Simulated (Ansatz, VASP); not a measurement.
**Cross-check of Sn3H4 (Sn wire along [110], 6 atoms a period, H-terminated) between VASP and Ansatz**

One calculation is typed for both programs; each brings its own data sets. How far apart do they land? The structure shown is the start of the Ansatz relaxation below; VASP solves that cell, so the two are compared at the walk's first step.

Method: plane waves, with VASP 6.6.1 beside it; single point at PBE, in Ansatz 0.2.0.

## (1) Starting point

The cell holds 14 atoms: 6 Sn and 8 H. Its edges and angles: a = 13.808 Å, b = 14.360 Å, c = 4.702 Å, α = 90.0°, β = 90.0°, γ = 90.0°. Vacuum lies along a and b. The structure's axis is c.

## (2) Ansatz: relaxation, PBE

Ansatz runs on its PAW soft_1 files.

The two programs are compared at the cell with which this relaxation starts, whose forces are those of its first step.

Input file input.yaml:

```yaml
crystal:
  lattice:
    - [13.808, 0.0, 0.0]
    - [0.0, 14.36, 0.0]
    - [0.0, 0.0, 4.7022600949]
  atoms:
    - { symbol: Sn, position: [0.319406357, 0.499999935, 0.0] }
    - { symbol: H, position: [0.366635284, 0.763231067, 0.0] }
    - { symbol: Sn, position: [0.439807573, 0.663727654, 0.0] }
    - { symbol: Sn, position: [0.439807573, 0.336272216, 0.0] }
    - { symbol: H, position: [0.753782296, 0.499999935, 0.196131437] }
    - { symbol: H, position: [0.246234067, 0.499999935, 0.303868563] }
    - { symbol: Sn, position: [0.56020879, 0.663727654, 0.5] }
    - { symbol: Sn, position: [0.56020879, 0.336272216, 0.5] }
    - { symbol: H, position: [0.633381079, 0.763231067, 0.5] }
    - { symbol: H, position: [0.633381079, 0.236768802, 0.5] }
    - { symbol: Sn, position: [0.680610007, 0.499999935, 0.5] }
    - { symbol: H, position: [0.246234067, 0.499999935, 0.696131437] }
    - { symbol: H, position: [0.753782296, 0.499999935, 0.803868563] }
    - { symbol: H, position: [0.366635284, 0.236768802, 0.0] }
kpoints:
  mp_grid: { grid: [1, 1, 18] }
scf:
  occupations: { method: fermi_dirac, width: 0.05 }
hamiltonian:
  xc: pbe
  pseudopotentials: { kind: paw, azcp: { folder: soft_1 } }
relax:
  cell: { fix: [a, b, alpha, beta, gamma] }
  max_steps: 45
  f_tol: 0.03
```

Started as:

```
$ ansatz run input.yaml --threads 4 --pin off --max-ram 16384MiB --backend cpu --events-out ev --progress --plain --runs-dir out
```

Numbers of over 12 decimals in the logs are rounded to 6 here.

Output:

```text
Engine: ansatz 0.2.0, aarch64-unknown-linux-gnu
Pseudopotentials: kind: paw
Pseudopotential: Sn, paw, valence charge 14, recommended cutoff 420 eV (normal), soft_1/Sn.paw.azcp
Pseudopotential: H, paw, valence charge 1, recommended cutoff 420 eV (normal), soft_1/H.paw.azcp
Functional definition: PBE
  parameter kappa = 0.804
  parameter beta = 0.066725
  exchange = pbe_x(kappa = kappa, mu = beta*pi^2/3)
  correlation = pbe_c(beta = beta)
Crystal: 14 atoms, lattice volume = 932.378 Å³
Basis set: ecut = 420 eV, 18191 PW (Γ), exchange–correlation on 192×192×64 points (8 copies of the dense FFT grid, shifted against one another)
Bands: 60, of which v1, the nominal top of the filled ones, is band 46 counted from 1 (45 counted from 0)
Symmetry: 8 space group operations
Space group: Pmma (ITA 51), of the structure as read, at distance tolerance 9.8e-5 Å
k-points: 10 of 18
Non-local potential: Sn, projectors of the file, l = 0: 2, l = 1: 2, l = 2: 2, l = 3: 1
Non-local potential: H, projectors of the file, l = 0: 2, l = 1: 1
PAW form: soft (Blöchl's): semilocal exchange-correlation on the pseudo side does not see the compensation charge
PAW one-centre angular grid: Sn, 590 points (default); XC on 64 Gauss nodes
PAW one-centre angular grid: H, 110 points (default); XC on 64 Gauss nodes
Initial density: superposition of atomic densities (neutral atoms: chi_scale 0, normalization atom)
Initial wavefunctions: pseudopotential atomic-orbital guess
Functional: x = pbe(κ = 0.804, μ = 0.219515), c = pbe(β = 0.066725)
SCF iter   1: F=—  HF=-36271.332431 eV  |F-HF|=—  |Δ(HF+E_count)|=         —  Δρ=2.74e-2  dr2=7.31e0  ethr=3.10e-3  ⟨swp⟩=8.6  Hψ=2954  notcnv=0  defer=6
preconditioner: auto → Resta (q_TF=auto, 1.855 Å⁻¹)  ε∞=1.7  [insulator: Δε(μ)=1.531 eV  Ē_g=8.260 eV  σ=0.050 eV  W_gap=1.00  n_scr=102 (ndim 8)  ℏωp=6.9 eV  f_vac=0.608  D(μ)=0.00/eV (n_scr^D=0)  ε∞_Penn≈1.7  vacuum switching on, ρ_ref=4.9e-3 e/Å³]
SCF iter   2: F=—  HF=-36269.453134 eV  |F-HF|=—  |Δ(HF+E_count)|=    1.88e0  Δρ=9.72e-3  dr2=1.17e0  ethr=3.10e-3  ⟨swp⟩=4.0  Hψ=1042  notcnv=0  defer=62
SCF iter   3: F=—  HF=-36269.186051 eV  |F-HF|=—  |Δ(HF+E_count)|=   2.67e-1  Δρ=3.24e-3  dr2=1.92e-1  ethr=1.28e-3  ⟨swp⟩=3.8  Hψ=983  notcnv=0  defer=67
SCF iter   4: F=—  HF=-36269.153535 eV  |F-HF|=—  |Δ(HF+E_count)|=   3.25e-2  Δρ=8.89e-4  dr2=9.60e-3  ethr=2.08e-4  ⟨swp⟩=4.4  Hψ=1094  notcnv=0  defer=67
SCF iter   5: F=—  HF=-36269.155421 eV  |F-HF|=—  |Δ(HF+E_count)|=   1.89e-3  Δρ=3.23e-4  dr2=1.68e-3  ethr=1.04e-5  ⟨swp⟩=2.0  Hψ=743  notcnv=0  defer=67
SCF iter   6: F=—  HF=-36269.155733 eV  |F-HF|=—  |Δ(HF+E_count)|=   3.12e-4  Δρ=1.16e-4  dr2=1.73e-4  ethr=1.83e-6  ⟨swp⟩=2.0  Hψ=658  notcnv=0  defer=67
SCF iter   7: F=—  HF=-36269.155853 eV  |F-HF|=—  |Δ(HF+E_count)|=   1.20e-4  Δρ=2.40e-5  dr2=5.87e-6  ethr=1.88e-7  ⟨swp⟩=2.0  Hψ=688  notcnv=0  defer=67
SCF iter   8: F=—  HF=-36269.155921 eV  |F-HF|=—  |Δ(HF+E_count)|=   6.82e-5  Δρ=5.77e-6  dr2=4.02e-7  ethr=6.38e-9  ⟨swp⟩=2.6  Hψ=973  notcnv=0  defer=67
SCF iter   9: F=-36269.155922 eV  HF=-36269.155922 eV  |F-HF|=4.65e-8  |Δ(HF+E_count)|=   1.00e-6  Δρ=1.42e-6  dr2=2.52e-8  ethr=1.09e-10  ⟨swp⟩=5.5  Hψ=2116  notcnv=0
SCF 1 converged in 9 iterations: F = -36269.155922 eV  dr2 = 2.52e-8
  greatest PAW one-centre occupation: 0.991 electrons in one spin orbital (limit 2), on the Sn atom at site 10 (counted from 0), in its partial waves of l = 2
relax step   1: F+E_penalty+E_count = -36269.15592236 eV  Δ(F+E_penalty+E_count) = +0.000e0 eV  max|allowed force component| = 2.194e-1 eV/Å  Δτ_max = 0.0000 Å  P = -0.343 GPa  Ω = 932.378 Å³  fix = [a, b, alpha, beta, gamma]  reactions: a -0.470, b -0.466 GPa  (9 SCF iters, dr2 threshold 1.00e-7 eV, accepted)
[...]
relax step   3: F+E_penalty+E_count = -36269.23612151 eV  Δ(F+E_penalty+E_count) = -8.020e-2 eV  max|allowed force component| = 1.153e-1 eV/Å  Δτ_max = 0.0754 Å  P = +0.004 GPa  Ω = 944.369 Å³  energy of the carried Pulay correction = -1.068e-3 eV  fix = [a, b, alpha, beta, gamma]  reactions: a -0.010, b -0.076 GPa  (10 SCF iters, accepted)
[...]
relax step   4: F+E_penalty+E_count = -36269.23854370 eV  Δ(F+E_penalty+E_count) = -2.422e-3 eV  max|allowed force component| = 1.988e-2 eV/Å  Δτ_max = 0.0123 Å  P = +0.017 GPa  Ω = 946.854 Å³  energy of the carried Pulay correction = -1.287e-3 eV  fix = [a, b, alpha, beta, gamma]  reactions: a +0.005, b +0.003 GPa  (5 SCF iters, dr2 threshold 8.31e-7 eV, accepted)
[...]
relax step   5: F+E_penalty+E_count = -36269.23998234 eV  Δ(F+E_penalty+E_count) = -1.439e-3 eV  max|allowed force component| = 1.990e-2 eV/Å  Δτ_max = 0.0000 Å  P = +0.018 GPa  Ω = 946.854 Å³  fix = [a, b, alpha, beta, gamma]  reactions: a +0.006, b +0.004 GPa  stress off target by 4.56e-2 GPa on what of the cell is left free  SCF on the basis re-selected at this cell (its energy is not comparable with the rows above)  (6 SCF iters)
basis re-selected at this cell: Δ(F+E_penalty+E_count) = -1.439e-3 eV, ΔP = +0.001 GPa vs the last step (what re-selecting the basis moved, of the pressure what is left beyond the Pulay correction that the steps carried, after the strain that the cell walked since its last selection, with what the two solves' SCF thresholds leave and, on support functions, any second-order correction that the steps lacked; it is no m [...]
SCF converged after 6 iterations
Free energy (F): -36269.239982 eV
Harris-Foulkes:  -36269.239982 eV  (|F-HF|=3.66e-8)
Internal energy: -36269.239982 eV  (E = F + TS)
E sigma→0 (E₀):  -36269.239982 eV
Fermi energy:    -1.783865 eV
--- Per-component energies (eV) ---
  E_band       = -1575.429072
  E_kinetic    = 1108.333479
  E_local      = -27559.692333  (includes V_loc(G=0)·N_el)
  E_nonlocal   = 874.068240
  E_hartree    = 13261.247826
  E_xc         = -818.011478
  E_vxc        = -562.592779  (∫ρ·V_xc dr)
  E_paw        = -26227.803065  (= ΣΔE_a)
  E_vpaw       = -1958.036370  (= ΣTr[D̂ρ^β])
  E_aug_tail   = -0.005348  (compensation charges beyond the density's cutoff)
  E_ewald      = 3092.622697
  E_smearing   = -0.000000  (= −TS)
  E_closure    = -0.000000  (closes the sum)
  Σ components = -36269.239982   (vs F -36269.239982, Δ=0.00e0)
--- Forces (eV/Å), atoms counted from 1 ---
  atom   1  Sn     0.01670996    -0.00000000    -0.00000000
  atom   2  H     -0.00044101     0.00039926     0.00000000
  atom   3  Sn    -0.01989520    -0.00024958     0.00000000
  atom   4  Sn    -0.01989520     0.00024958     0.00000000
  atom   5  H      0.00360890     0.00000000    -0.00663435
  atom   6  H     -0.00360890    -0.00000000     0.00663435
  atom   7  Sn     0.01989520    -0.00024958    -0.00000000
  atom   8  Sn     0.01989520     0.00024958    -0.00000000
  atom   9  H      0.00044101     0.00039926    -0.00000000
  atom  10  H      0.00044101    -0.00039926    -0.00000000
  atom  11  Sn    -0.01670996     0.00000000     0.00000000
  atom  12  H     -0.00360890     0.00000000    -0.00663435
  atom  13  H      0.00360890    -0.00000000     0.00663435
  atom  14  H     -0.00044101    -0.00039926     0.00000000
  max |Σ_I F_I| component: 8.31e-19 eV/Å
--- Stress (GPa, compression-positive) ---
        0.005641      -0.000000      -0.000000
       -0.000000       0.003878      -0.000000
       -0.000000      -0.000000       0.045625
  P = ⅓ Tr σ = 0.0184 GPa (0.184 kbar)
--- Relaxed structure (4 steps of the walk, 3 accepted, 1 SCFs on fresh bases) ---
  F+E_penalty+E_count = -36269.23998234 eV   max|allowed force component| = 1.990e-2 eV/Å   (the final SCF, on the basis selected at the relaxed cell)
  cell:  # Å, volume = 946.8539 Å³
    - [13.808, 0, 0]
    - [0, 14.36, 0]
    - [0, 0, 4.775268]
  atoms:
    - { symbol: Sn, position: [0.324477, 0.5, 0] }
    - { symbol: H, position: [0.370207, 0.759126, -6.270954369677821e-19] }
    - { symbol: Sn, position: [0.443319, 0.660536, -4.722795734167736e-19] }
    - { symbol: Sn, position: [0.443319, 0.339464, 6.10014469542334e-19] }
    - { symbol: H, position: [0.750084, 0.5, 0.209321] }
    - { symbol: H, position: [0.249916, 0.5, 0.290679] }
    - { symbol: Sn, position: [0.556681, 0.660536, 0.5] }
    - { symbol: Sn, position: [0.556681, 0.339464, 0.5] }
    - { symbol: H, position: [0.629793, 0.759126, 0.5] }
    - { symbol: H, position: [0.629793, 0.240874, 0.5] }
    - { symbol: Sn, position: [0.675523, 0.5, 0.5] }
    - { symbol: H, position: [0.249916, 0.5, 0.709321] }
    - { symbol: H, position: [0.750084, 0.5, 0.790679] }
    - { symbol: H, position: [0.370207, 0.240874, 7.648303330933431e-19] }
```

## (3) VASP: single point, PBE, start cell

The same cell, functional, mesh and smearing now go to VASP, with its own data sets.

Lines of VASP's logs that name or quote its potential files are left out, and so is its time.

Input file INCAR:

```
SYSTEM = Sn3H4
PREC = Accurate
ENCUT = 400
EDIFF = 1E-06
NELM = 120
ISMEAR = -1
SIGMA = 0.05
LREAL = .FALSE.
ALGO = Normal
GGA = PE
NBANDS = 60
LORBIT = 11
LWAVE = .FALSE.
LCHARG = .FALSE.
ISIF = 2
LASPH = .TRUE.
GGA_COMPAT = .FALSE.
EFERMI = MIDGAP
KPAR = 4
```

Input file POSCAR:

```
Sn3H4
1.0
   13.8080000000      0.0000000000      0.0000000000
    0.0000000000     14.3600000000      0.0000000000
    0.0000000000      0.0000000000      4.7022600000
Sn H
6 8
Direct
    0.3193981750      0.5000000000      0.0000000000
    0.4397993917      0.6637277159      0.0000000000
    0.4397993917      0.3362722841      0.0000000000
    0.5602006083      0.6637277159      0.5000000000
    0.5602006083      0.3362722841      0.5000000000
    0.6806018250      0.5000000000      0.5000000000
    0.3666271002      0.7632311281      0.0000000000
    0.7537741165      0.5000000000      0.1961314347
    0.2462258835      0.5000000000      0.3038685653
    0.6333728998      0.7632311281      0.5000000000
    0.6333728998      0.2367688719      0.5000000000
    0.2462258835      0.5000000000      0.6961314347
    0.7537741165      0.5000000000      0.8038685653
    0.3666271002      0.2367688719      0.0000000000
```

Input file KPOINTS:

```
Automatic mesh
0
Gamma
1 1 18
0 0 0
```

PAW data sets: Sn_d and H (PBE family, release 64).

Started as:

```
$ mpirun -np 4 vasp_std
```

Output:

```text
[banner, memory and clock lines left out]
running    4 mpi-ranks, on    1 nodes
 distrk:  each k-point on    1 cores,    4 groups
 distr:  one band on    1 cores,    1 groups

 POSCAR found type information on POSCAR SnH
 POSCAR found :  2 types and      14 ions
 LDA part: xc-table for (Slater+PW92), standard interpolation
 POSCAR, INCAR and KPOINTS ok, starting setup
 FFT: planning ... GRIDC
 FFT: planning ... GRID_SOFT
 FFT: planning ... GRID
 WAVECAR not read
 entering main loop
       N       E                     dE             d eps       ncg     rms          rms(c)
DAV:   1     0.624782510003E+03    0.62478E+03   -0.37959E+04  1552   0.110E+03
DAV:   2     0.121942195441E+02   -0.61259E+03   -0.60102E+03  1364   0.293E+02
DAV:   3    -0.464868348679E+02   -0.58681E+02   -0.58444E+02  1432   0.123E+02
DAV:   4    -0.487744801949E+02   -0.22876E+01   -0.22844E+01  1424   0.276E+01
DAV:   5    -0.488626558723E+02   -0.88176E-01   -0.88172E-01  1744   0.474E+00    0.988E+00
DAV:   6    -0.470740502662E+02    0.17886E+01   -0.12183E+00  1540   0.593E+00    0.541E+00
DAV:   7    -0.466172241692E+02    0.45683E+00   -0.26180E+00  1568   0.545E+00    0.127E+00
DAV:   8    -0.465997712288E+02    0.17453E-01   -0.44639E-01  1408   0.395E+00    0.568E-01
DAV:   9    -0.465882801459E+02    0.11491E-01   -0.46803E-02  1428   0.995E-01    0.232E-01
DAV:  10    -0.465870263405E+02    0.12538E-02   -0.15575E-02  1680   0.549E-01    0.174E-01
DAV:  11    -0.465868145568E+02    0.21178E-03   -0.54942E-03  1376   0.465E-01    0.837E-02
DAV:  12    -0.465874371755E+02   -0.62262E-03   -0.11882E-03  1392   0.169E-01    0.636E-02
DAV:  13    -0.465882928863E+02   -0.85571E-03   -0.41577E-04  1332   0.104E-01    0.216E-02
DAV:  14    -0.465887491668E+02   -0.45628E-03   -0.20778E-04  1460   0.779E-02    0.197E-02
DAV:  15    -0.465892239697E+02   -0.47480E-03   -0.14048E-04  1160   0.386E-02    0.945E-03
DAV:  16    -0.465893813900E+02   -0.15742E-03   -0.24683E-05  1416   0.208E-02    0.974E-03
DAV:  17    -0.465897126375E+02   -0.33125E-03   -0.22188E-05  1068   0.184E-02    0.591E-03
DAV:  18    -0.465898269857E+02   -0.11435E-03   -0.97679E-06  1180   0.114E-02    0.557E-03
DAV:  19    -0.465899009198E+02   -0.73934E-04   -0.10420E-05   980   0.102E-02    0.172E-03
DAV:  20    -0.465899040890E+02   -0.31692E-05   -0.15193E-06  1076   0.479E-03    0.192E-03
DAV:  21    -0.465899060788E+02   -0.19898E-05   -0.29816E-07   872   0.236E-03    0.995E-04
DAV:  22    -0.465899067243E+02   -0.64550E-06   -0.17912E-07   924   0.248E-03
   1 F= -.46589907E+02 E0= -.46589907E+02  d E =-.635666E-08
```

[end of part 1 of 2]

[Lines on the potential files, build, host, timing and source positions are cut from VASP's logs without a mark.]

[Logs are printed without paths, hosts, clocks, repeated set-up lines and the standing remarks that a program may print on its own settings, such as how far it seeks lower states.]

[Hosts, paths, dates, database ids (printed as entryN), source tags and the programs' standing remarks are cut or masked in the printed files.]
